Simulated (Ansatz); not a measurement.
This is a one-shot G0W0 calculation with Ansatz 0.2.0 on LiF in the rocksalt structure; the level of theory is G0W0@PBE with 68 empty bands, a screening cutoff of 150 eV and a 6×6×6 mesh. The cell was relaxed with r2SCAN and then strained, so it isn't that functional's minimum.

Input (YAML):
```yaml
crystal:
  lattice:
    - [0.0, 2.0547178897, 1.957977761]
    - [2.0547178897, 0.0, 1.957977761]
    - [2.0547178897, 2.0547178897, 0.0]
  atoms:
    - { symbol: Li, position: [0.0, 0.0, 0.0] }
    - { symbol: F, position: [0.5, 0.5, 0.5] }
kpoints:
  mp_grid: { grid: [6, 6, 6] }
hamiltonian:
  xc: pbe
scf:
  occupations: { method: fixed }
gw:
  n_empty_bands: 68
  ecut_chi: 150
  qp_bands: [v2, c2]
  qp_kpoints: band_edges
  screening: { model: contour_deformation }
```

**Question.** It ran on 1 × NVIDIA H100 80GB HBM3 with 2 threads of AMD EPYC 7R13 Processor (Zen 3), with other jobs on the host, load about 0.7 per core. About how long did it take, and how much host memory at the peak?

**Answer.** About 27 s, with a peak of 1.2 GiB.

**Question.** Predict the output.

**Answer.** Output, abridged:
```
Functional definition: PBE
Crystal: 2 atoms, lattice volume = 16.533 Å³
Basis set: ecut = 420 eV, 323 PW (Γ)
Bands: 9, of which v1, the nominal top of the filled ones, is band 5 counted from 1 (4 counted from 0)
Symmetry: 16 space group operations
Space group: I4/mmm (ITA 139)
k-points: 30 of 216
preconditioner: auto → none  [insulator: Δε(μ)=8.927 eV  ℏωp=25.8 eV]
Free energy (F): -1016.163600 eV
Fermi energy:    0.938299 eV
--- G₀W₀: contour deformation, 5 samples at zero and on the imaginary axis and 4 off it, 216 q-points, 68 empty bands' worth ---
    ik  band        ε_KS         Σx   Σc(E_QP)       V_xc       Z   E_QP_lin       E_QP  E_QP is
     0     4      0.9383   -32.0109     5.1906   -24.2193  0.8162    -1.7148    -1.6627  root
     0     5      0.9383   -32.0109     5.1906   -24.2193  0.8162    -1.7148    -1.6627  root
     0     6      9.8754    -7.4830    -3.3221   -12.3808  0.8878    11.4616    11.4512  root
     0     7     24.3565    -2.8255    -4.5620    -9.5505  0.8610    26.5513    26.5195  root
     1     4      0.8230   -31.9380     5.2071   -24.0979  0.8162    -1.8639    -1.8100  root
     1     5      0.8584   -31.9204     5.1963   -24.1035  0.8160    -1.8155    -1.7621  root
     1     6     10.5972    -7.7836    -3.3168   -12.7816  0.8842    12.2908    12.2784  root
     1     7     20.3392    -3.7964    -4.0583    -9.6125  0.8655    22.1236    22.0969  root
     2     4      0.7045   -31.7601     5.2087   -23.8959  0.8156    -2.0066    -1.9510  root
     2     5      0.7539   -31.8925     5.2175   -24.0222  0.8161    -1.9539    -1.8989  root
     2     6     11.5179    -6.2895    -3.4257   -11.4105  0.8865    13.2262    13.2133  root
     2     7     17.8556    -6.8887    -3.9265   -12.8598  0.8605    19.9336    19.9002  root
     3     4      0.6304   -31.6891     5.2152   -23.8026  0.8154    -2.0976    -2.0410  root
     3     5      0.7226   -31.8752     5.2225   -23.9915  0.8160    -1.9940    -1.9384  root
     3     6     11.6386    -4.7995    -3.4733    -9.8677  0.8920    13.2445    13.2334  root
     3     7     17.4938    -9.0644    -3.9738   -15.3265  0.8499    19.8262    19.7819  root
     4     4      0.5515   -31.5847     5.2161   -23.6766  0.8160    -2.1983    -2.1405  root
     4     5      0.7289   -31.6850     5.1920   -23.8422  0.8159    -1.9772    -1.9219  root
     4     6     10.9532    -8.3060    -3.2918   -13.3502  0.8811    12.7193    12.7056  root
     4     7     21.4314    -2.3879    -3.9747    -7.6879  0.8659    22.7753    22.7568  root
     5     4      0.3839   -31.2296     5.1915   -23.3152  0.8160    -2.3990    -2.3390  root
     5     5      0.5179   -31.3902     5.1950   -23.4979  0.8156    -2.2379    -2.1795  root
     5     6     12.1396    -8.0537    -3.3762   -13.3094  0.8777    14.0361    14.0191  root
     5     7     18.2068    -4.7085    -3.8653   -10.3682  0.8717    20.0244    20.0012  root
     6     4      0.0847   -30.5942     5.1500   -22.6676  0.8158    -2.7560    -2.6919  root
     6     5      0.5074   -31.4977     5.2143   -23.5795  0.8156    -2.2551    -2.1965  root
     6     6     12.6979    -6.0614    -3.4611   -11.2913  0.8842    14.4814    14.4666  root
     6     7     16.8906    -7.3968    -3.8272   -13.3655  0.8620    19.0645    19.0321  root
     7     4     -0.0161   -30.4204     5.1499   -22.4736  0.8155    -2.8788    -2.8130  root
     7     5      0.6897   -31.7978     5.2179   -23.9131  0.8159    -2.0331    -1.9771  root
     7     6     12.5759    -6.2861    -3.4700   -11.5399  0.8836    14.3747    14.3596  root
     7     7     16.6801    -6.7869    -3.7741   -12.6162  0.8664    18.7633    18.7352  root
     8     4      0.3568   -31.0394     5.1748   -23.1368  0.8156    -2.4317    -2.3711  root
     8     5      0.8524   -32.0223     5.2141   -24.1785  0.8161    -1.8309    -1.7773  root
     8     6     11.5933    -7.7641    -3.3706   -12.9333  0.8809    13.4069    13.3919  root
     8     7     18.1189    -4.3008    -3.8592    -9.9442  0.8741    19.9253    19.9030  root
  […]
```
Only the leading digits can be foreseen; the rest is this run's record.

The points are ik 0 = (0, 0, 0) (Γ), ik 1 = (0, 0, 1/6), ik 2 = (0, 0, 1/3), ik 3 = (0, 0, -1/2) (L), ik 4 = (0, 1/6, 1/6), ik 5 = (0, 1/6, 1/3), ik 6 = (0, 1/6, -1/2), ik 7 = (0, 1/6, -1/3), ik 8 = (0, 1/6, -1/6), ik 11 = (0, 1/3, -1/3), ik 12 = (0, -1/2, -1/2) (X), ik 13 = (1/6, 1/6, 0); band 5 is the last filled one.

G0W0 moves the gap on the mesh from 8.94 eV (PBE) to 13.11 eV (direct at Γ). Renormalisation factors Z lie between 0.81 and 0.89. G0W0 here is at a finite number of bands, screening cutoff and k mesh, not at the basis limit.

The values are computed, spin-unpolarised, and not measurements.
